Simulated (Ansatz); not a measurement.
Rh, DFT, PBE, PAW with Ansatz's default frozen-core files, scalar-relativistic (Ansatz 0.2.0), run on 1 thread of Arm Neoverse V1 on a shared host.

The cell comes from COD entry 9008482, which wasn't checked; take it as a given geometry. The listed cell was then made from it by scaling, straining or moving an atom.

Command: `ansatz run input.yaml --threads 1 --pin off --max-ram 3072MiB --backend cpu --events-out ev --progress --plain --runs-dir out`

```yaml
crystal:
  lattice:
    - [0.0, 1.863519, 1.90155]
    - [1.863519, 0.0, 1.90155]
    - [1.863519, 1.863519, 0.0]
  atoms:
    - { symbol: Rh, position: [0.0, 0.0, 0.0] }
kpoints:
  mp_grid: { grid: [16, 16, 16] }
scf:
  occupations: { method: fermi_dirac, width: 0.08 }
hamiltonian:
  xc: pbe
  pseudopotentials: { kind: paw }
output:
  forces: true
  stress: true
  eigenvalues: true
  efg: { contact_densities: true }
```

Task: How large is the problem that the program sets up?

Result: 349 irreducible k-points, 267 plane waves at Γ, 13 bands.

Task: Estimate the wall time and the peak memory.

Result: 5.3 s of wall time for 6 SCF iterations, with a peak of 0.36 GiB. Times on shared machines scatter by tens of per cent.

Task: And the same cell and mesh by crystal-made all-electron datasets, asked for forces, stress, eigenvalues, efg, on the same hardware?

Result: 16 s, peak memory 0.5 GiB.
